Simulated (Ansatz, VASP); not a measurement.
**Two plane-wave programs on Tl**

The input INCAR:

```
PREC = Accurate
ENCUT = 520
EDIFF = 1E-8
ISMEAR = -1
SIGMA = 0.05
LREAL = F
LASPH = T
NELM = 80
ALGO = Normal
ISIF = 2
LWAVE = F
LCHARG = F
GGA = PE
LEFG = T
NBANDS = 12
```

Contents of KPOINTS:

```
regular mesh
0
Gamma
  14 14 14
```

File POSCAR:

```
Tl
1.0
    0.0000000000      2.2074617605      2.2074617605
    2.2074617605      0.0000000000      2.2074617605
    2.2074617605      2.2074617605      0.0000000000
Tl
1
Direct
    0.0000000000      0.0000000000      0.0000000000
```

Input for Ansatz:

```yaml
crystal:
  lattice:
    - [0.0, 2.2074617605, 2.2074617605]
    - [2.2074617605, 0.0, 2.2074617605]
    - [2.2074617605, 2.2074617605, 0.0]
  atoms:
    - { symbol: Tl, position: [0.0, 0.0, 0.0] }
kpoints:
  mp_grid: { grid: [14, 14, 14] }
scf:
  occupations: { method: fermi_dirac, width: 0.05 }
hamiltonian:
  xc: pbe
  pseudopotentials: { kind: paw }
output:
  forces: true
  stress: true
  eigenvalues: true
  efg: { contact_densities: true }
```

Change from the starting cell: volume scaled by 1.06, PAW files.

Alike in both runs: task electric field gradients; functional PBE; k mesh 14 × 14 × 14; occupations fermi-dirac, width 0.05 eV; no spin polarisation.

|  | VASP | Ansatz |
| --- | --- | --- |
| version | VASP 6.6.1 | Ansatz 0.2.0 |
| potentials or method | VASP PAW PBE potentials, release 64 (Tl_d) | PAW with Ansatz's default frozen-core files, scalar-relativistic |
| plane-wave cutoff (eV) | 520 | 420 |
| valence electrons in the cell | 13 | 13 |

Ansatz gave:

```
pressure (GPa)                                                 : 27.6
Vzz of the field gradient on the site that differs most (V/Å²) : 0.0
```

**Question.** Which values does VASP return?

**Answer.** Pressure (GPa): 27.5; Vzz of the field gradient on the site that differs most (V/Å²): 0.0.

Ansatz warned: «gradients_without_spin_orbit».

Caveats: so large a pressure means that the cell lies far from this level's equilibrium, or that cutoff or potentials fall short (VASP). Spin-orbit coupling is left out, which matters for the levels of Tl.
